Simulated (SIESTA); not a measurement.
# TePb under changes of volume

One of the cells (34.404 Å³/atom); the others are scaled copies at fixed shape and fractional positions:

```xyz
2
Lattice="0.0000 3.2524 3.2524 3.2524 0.0000 3.2524 3.2524 3.2524 0.0000" Properties=species:S:1:pos:R:3 pbc="T T T"
Pb    0.0000    0.0000    0.0000
Te    3.2524    3.2524    3.2524
```

```yaml
Program: SIESTA 5.4.2
Functional: PBE
Potentials_or_basis: PseudoDojo 0.4 standard (PBE files)
Basis: DZP (energy shift 0.003 Ry; two zetas on semicore shells)
Grid_cutoff: 500 Ry
Energy_shift: 0.003 Ry
k_mesh: 7 × 7 × 7
Occupations: fermi-dirac, width 0.05 eV
Spin: no spin polarisation
```

```tsv
volume (Å³/atom)	energy over the lowest point (meV/atom)	pressure (GPa)
31.706	68.14	6.2
32.380	44.90	4.9
33.055	27.01	3.7
34.404	6.48	1.6
35.079	?	?
35.753	0.00	0.0
```

Task: What does the run at 35.079 Å³/atom give?

Result: Energy over the lowest point 1.45 meV/atom; pressure 0.8 GPa.

Worked out: A Birch-Murnaghan fit of order 3 (a polynomial in V^(-2/3)) to the other rows has its minimum at 35.86 Å³/atom, just outside them, with B0 = V·E''(V) = 30 GPa (rough, since the energies scatter). It gives 1.72 meV/atom at 35.079 Å³/atom, against the run's 1.45, and -dE/dV = 0.7 GPa, against 0.8.

Energies are extrapolated to zero smearing.

Caveats: the basis of atomic orbitals isn't converged, which shifts pressures, moduli and gaps.
